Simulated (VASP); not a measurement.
**Ge: relaxation of cell and atoms with PBE**

Crystal: Ge.

```
Ge
1.0
     0.00000    2.82891    2.82891
     2.82891    0.00000    2.82891
     2.82891    2.82891    0.00000
Ge
2
Direct
  0.00000 0.00000 0.00000
  0.25000 0.25000 0.25000
```

```json
{
 "Program": "VASP 6.6.1",
 "Task": "relaxation of cell and atoms",
 "Functional": "PBE",
 "Potentials or basis": "VASP PAW PBE potentials, release 64 (Ge_d)",
 "Cutoff": "600 eV",
 "k mesh": "10 × 10 × 10",
 "Occupations": "gaussian, width 0.03 eV",
 "Spin": "no spin polarisation",
 "Further INCAR settings": "ALGO = Normal; EDIFF = 1e-06; IBRION = 2; EDIFFG = -0.01; NSW = 90; ISIF = 3"
}
```

- Relaxed volume: 23.84 Å³/atom
- Relaxed cell: a = 4.070 Å, b = 4.070 Å, c = 4.070 Å, α = 60.00°, β = 60.00°, γ = 60.00°
- Space group after relaxing (to 0.05 Å): Fd-3m (No. 227)
- Energy gained by relaxing: 13.4 meV/atom
- Ionic steps: 5
- Pressure after relaxing: 0.0 GPa
- Band gap on the k mesh: none (metal or under the smearing width)

The path:
| step | energy change (eV) | largest force (eV/Å) | pressure (GPa) | volume (Å³) |
| --- | --- | --- | --- | --- |
| 1 | 0.0000 | 0.0000 | 3.54 | 45.28 |
| 2 | -0.0242 | 0.0000 | -1.11 | 48.64 |
| 3 | -0.0269 | 0.0000 | -0.27 | 47.78 |
| 4 | -0.0268 | 0.0000 | 0.23 | 47.60 |
| 5 | -0.0269 | 0.0000 | 0.01 | 47.68 |

Final structure:
```xyz
2
Lattice="0.0000 2.8781 2.8781 2.8781 0.0000 2.8781 2.8781 2.8781 0.0000" Properties=species:S:1:pos:R:3 pbc="T T T"
Ge    0.0000    0.0000    0.0000
Ge    1.4391    1.4391    1.4391
```

Levels at points of the mesh, in eV from the Fermi level:
```tsv
k point	band 11	band 12	band 13	band 14	band 15	band 16	band 17	band 18
(0.00, 0.00, 0.00)	-12.39	-0.43	0.00	0.00	0.00	2.53	2.53	2.53
(0.50, 0.00, 0.00)	-10.43	-7.37	-1.33	-1.33	0.03	3.72	3.72	7.10
(0.50, 0.50, 0.00)	-8.70	-8.70	-2.90	-2.90	0.81	0.81	9.09	9.09
```

Wall time 120 s on 1 thread of Intel(R) Xeon(R) Platinum 8375C CPU @ 2.90GHz (Ice Lake), on a shared host, peak memory 0.19 GiB.

Caveat: this crystal is a semiconductor, whose small gap the functional closes, so the metal is an error of the method. PBE usually gives volumes a little too large and moduli too small.
